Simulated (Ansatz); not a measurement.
AlN (zincblende), relaxed with r2SCAN, was run in Ansatz 0.2.0 under altered settings. All numbers are computed, without spin polarisation but where a row says otherwise.

```
Al N
1.0
     0.00000    2.18488    2.18488
     2.18488    0.00000    2.18488
     2.18488    2.18488    0.00000
Al N
1 1
Direct
  0.00000 0.00000 0.00000
  0.25000 0.25000 0.25000
```

The base run's other keys:
```yaml
kpoints:
  mp_grid: { grid: [4, 4, 4] }
hamiltonian:
  xc: hse06
scf:
  occupations: { method: fixed }
  n_extra_bands: 4
```

It takes 11 iterations with 411 plane waves at 420 eV and 8 k points, and leaves a mean stress of -0.56 GPa. The gap over this mesh is 4.548 eV. It ran on 4 threads of Arm Neoverse N1, with other jobs on the host.

Outcomes, with energy and stress as changes against the base:

| setting | outcome | ΔF (meV/atom) | Δ mean stress (GPa) | gap on the mesh (eV) | iterations | wall time |
| --- | --- | --- | --- | --- | --- | --- |
| hamiltonian.xc: r2scan50 (cutoff then 500 eV) | converged | – | -5.9 | 7.532 | 11 | 4.1 s |
| PBE hybrid, exx coeff 0.15, omega 0.1 1/Å | converged | – | +2.0 | 4.246 | 11 | 2.9 s |
| PBE hybrid, exx coeff 0.5, omega 0.5 1/Å | converged | – | -3.2 | 4.676 | 10 | 3.2 s |
| PBE hybrid, exx coeff 0.35, omega 0.2078 1/Å | converged | – | -2.0 | 5.065 | 10 | 3.1 s |
| PBE hybrid, exx coeff 1.5, omega 0.3 1/Å | refused | – | – | – | – | 0.04 s |
| scf.occupations: gaussian 0.001 | converged | 0.0 | 0.0 | 4.548 | 11 | 3 s |

A dash marks a value that wasn't obtained or can't be compared. Stress is positive in compression. The base took 3.1 s.

- hamiltonian.xc: r2scan50. The cutoff follows the functional, from 420 to 500 eV. The mean stress moves by -5.9 GPa and the gap on the mesh by +2.984 eV (to 7.532). It's another functional on the same cell, so totals aren't comparable.
- PBE hybrid, exx coeff 0.15, omega 0.1 1/Å. That is 15 % exact exchange, screened with ω = 0.1 1/Å, against HSE06's 25 % screened at 0.208 1/Å. The mean stress moves by +2.0 GPa and the gap on the mesh by -0.302 eV (to 4.246). Totals of different functionals aren't comparable. The program warns that on this mesh the truncation of the exchange isn't bounded, so part of the change can be an error of the mesh.
- PBE hybrid, exx coeff 0.5, omega 0.5 1/Å. That is 50 % exact exchange, screened with ω = 0.5 1/Å, against HSE06's 25 % screened at 0.208 1/Å. The mean stress moves by -3.2 GPa and the gap on the mesh by +0.127 eV (to 4.676). Totals of different functionals aren't comparable.
- PBE hybrid, exx coeff 0.35, omega 0.2078 1/Å. That is 35 % exact exchange, screened with ω = 0.2078 1/Å, against HSE06's 25 % screened at 0.208 1/Å. The mean stress moves by -2.0 GPa and the gap on the mesh by +0.517 eV (to 5.065). Totals of different functionals aren't comparable. The program warns that on this mesh the truncation of the exchange isn't bounded, so part of the change can be an error of the mesh.
- PBE hybrid, exx coeff 1.5, omega 0.3 1/Å. The program doesn't start. Error: invalid value for `hamiltonian.xc.exx.coeff`: must be finite and in (0, 1]; got 1.5

Within 1 meV an atom, 0.1 GPa and 0.005 eV of the base stay: scf.occupations: gaussian 0.001.

The program warns that its thresholds are loose for a hybrid's stress.

The meshes of the hybrids are coarse, so their gaps aren't converged to the digits shown.
